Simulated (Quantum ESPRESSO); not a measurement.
Runs of Quantum ESPRESSO 7.5 on SiC (Moissanite 3C). It takes space group F-43m (No. 216, cubic). Conventional cell: a = 4.358 Å, b = 4.358 Å, c = 4.358 Å, α = 90.00°, β = 90.00°, γ = 90.00°. Around Si (site symmetry -43m) lie 4 C at 1.89 Å. C (site symmetry -43m) has 4 Si at 1.89 Å as nearest neighbours. 

```csv
cell,gap on the mesh (eV),pressure (GPa)
relaxed to 30 GPa,(b),30.0
relaxed to 20 GPa,(a),20.0
relaxed to 10 GPa,1.20,10.0
relaxed to 5 GPa,1.22,5.0
relaxed to 0.3 kbar,1.24,0.0
```

Alike in all rows: task relaxation of cell and atoms; level PBEsol; potentials or basis SSSP 1.3 efficiency PBE; no spin polarisation; k mesh 10 × 10 × 10; cutoff (eV) 857; smearing fermi-dirac 0.05 eV.

Problem. Fill in the values left out.

Solution. (a) 1.17; (b) 1.14.

Caveats: the potentials were made for another functional, which shifts forces and pressure.

A k mesh can miss the band edges.

Runs at the PBE level aren't shown here.
